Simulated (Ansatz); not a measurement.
# ZnS: the cost of one run

Program: Ansatz 0.2.0. Level of theory: DFT PBE, scalar-relativistic, plane waves, PAW. These are calculated values, not measurements.

1 further run of the same task is left out (set aside as unsound or not needed).

## (1) The structure to begin with

It takes space group F-43m (No. 216, cubic). Conventional cell: a = 5.443 Å, b = 5.443 Å, c = 5.443 Å, α = 90.00°, β = 90.00°, γ = 90.00°. Zn (site symmetry -43m) has 4 S at 2.36 Å as nearest neighbours. Around S (site symmetry -43m) lie 4 Zn at 2.36 Å.

Coordinates:

```cif
data_structure
_symmetry_space_group_name_H-M 'P 1'
_symmetry_Int_Tables_number 1
_cell_length_a 3.8489
_cell_length_b 3.8489
_cell_length_c 3.8489
_cell_angle_alpha 60.000
_cell_angle_beta 60.000
_cell_angle_gamma 60.000
_cell_volume 40.32
loop_
_atom_site_label
_atom_site_type_symbol
_atom_site_fract_x
_atom_site_fract_y
_atom_site_fract_z
_atom_site_occupancy
Zn1 Zn 0.00000 0.00000 0.00000 1
S1 S 0.75000 0.75000 0.75000 1
```

This cell was relaxed beforehand with the same method: volume 20.16 Å³/atom, gap on the mesh 2.02 eV.

The bulk reference comes from a run made before at the same settings: -2111.3672 eV/atom.

## (2) Cutting the (100) slab

Planes are indexed in the bulk's conventional cell (F-43m (No. 216)), a = 5.443 Å, b = 5.443 Å, c = 5.443 Å, α = 90.00°, β = 90.00°, γ = 90.00°.

Cut from the relaxed bulk: a (100) slab, 12.2 Å thick as cut, with 15 Å of vacuum; its outer planes are Zn (top) and S (bottom).

The slab as cut. Its planes from the bottom up:

```tsv
plane	atoms per cell	height over the lowest (Å)
1	S	0.00
2	Zn	1.36
3	S	2.72
4	Zn	4.08
5	S	5.44
6	Zn	6.80
7	S	8.16
8	Zn	9.53
9	S	10.89
10	Zn	12.25
```

## (3) The slab as cut, atoms at the bulk's places

A dipole layer in the vacuum cancels the field that periodic copies would set up if the slab's two faces differ.

Input file input.yaml:

```yaml
crystal:
  lattice:
    - [3.8488726992, 0.0, 0.0]
    - [0.0, 3.8488726992, 0.0]
    - [0.0, 0.0, 27.2470379348]
  atoms:
    - { symbol: S, position: [0.0, 0.5, 0.2752592784] }
    - { symbol: Zn, position: [0.5, 0.5, 0.325201661] }
    - { symbol: S, position: [0.5, 0.0, 0.3751440435] }
    - { symbol: Zn, position: [0.0, 0.0, 0.4250864261] }
    - { symbol: S, position: [0.0, 0.5, 0.4750288087] }
    - { symbol: Zn, position: [0.5, 0.5, 0.5249711913] }
    - { symbol: S, position: [0.5, 0.0, 0.5749135739] }
    - { symbol: Zn, position: [0.0, 0.0, 0.6248559565] }
    - { symbol: S, position: [0.0, 0.5, 0.674798339] }
    - { symbol: Zn, position: [0.5, 0.5, 0.7247407216] }
basis:
  ecutwfc: 420
kpoints:
  mp_grid: { grid: [7, 7, 1] }
hamiltonian:
  xc: pbe
scf:
  occupations: { method: gaussian, width: 0.05 }
output:
  forces: true
  stress: true
  eigenvalues: true
  write_density: true
  write_potential: true
  elf: true
  volumetric_format: npy
efield:
  axis: 3
  dipole_correction: true
  ramp_width: 0.04
```

Command:

```bash
$ ansatz run input.yaml --threads 1 --pin off --max-ram 2560MiB --backend cpu --events-out ev --progress --plain --runs-dir out
```

**Question.** How long does this run take on 1 thread of Intel Xeon at 2.50GHz (Skylake/Cascade Lake), shared host, and how much memory does it need?

About 1.7 min, with a peak of 0.66 GiB.
